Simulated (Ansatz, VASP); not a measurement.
## One calculation of AlN, two programs

```xyz
4
Lattice="3.1195 0.0000 0.0000 -1.5597 2.7016 0.0000 0.0000 0.0000 4.7458" Properties=species:S:1:pos:R:3 pbc="T T T"
Al    0.0000    1.8010   -0.0206
Al    1.5598    0.9005    2.3523
N     0.0000    1.8010    1.8477
N     1.5598    0.9005    4.2206
```

Alike in both runs: functional LDA; k mesh 9 × 9 × 6; occupations gaussian, width 0.05 eV; no spin polarisation.

Ansatz relaxed the structure, and its values are those at the end. VASP's run is a single point on that final structure, the one shown.

|  | VASP | Ansatz |
| --- | --- | --- |
| version | VASP 6.6.1 | Ansatz 0.2.0 |
| potentials or method | VASP PAW LDA potentials, release 64 (Al, N) | scalar-relativistic, plane waves, PAW |
| plane-wave cutoff (eV) | 520 | 520 |
| valence electrons in the cell | 16 | 16 |

Ansatz gave:

* gap on the k mesh at the Fermi level (eV): 4.27
* least direct gap on the mesh (eV): 4.27
* pressure (GPa): 3.5
* rms of the force components (eV/Å): 0.000

Which values does VASP return?

gap on the k mesh at the Fermi level (eV): 4.28; least direct gap on the mesh (eV): 4.28; pressure (GPa): 4.2; rms of the force components (eV/Å): 0.005.

Ansatz warned: «pseudo_functional_mismatch».

Caveats: an odd mesh through Γ misses points on the zone boundary, where band edges often lie. A hybrid or GW would open this gap; LDA tends to underestimate it.
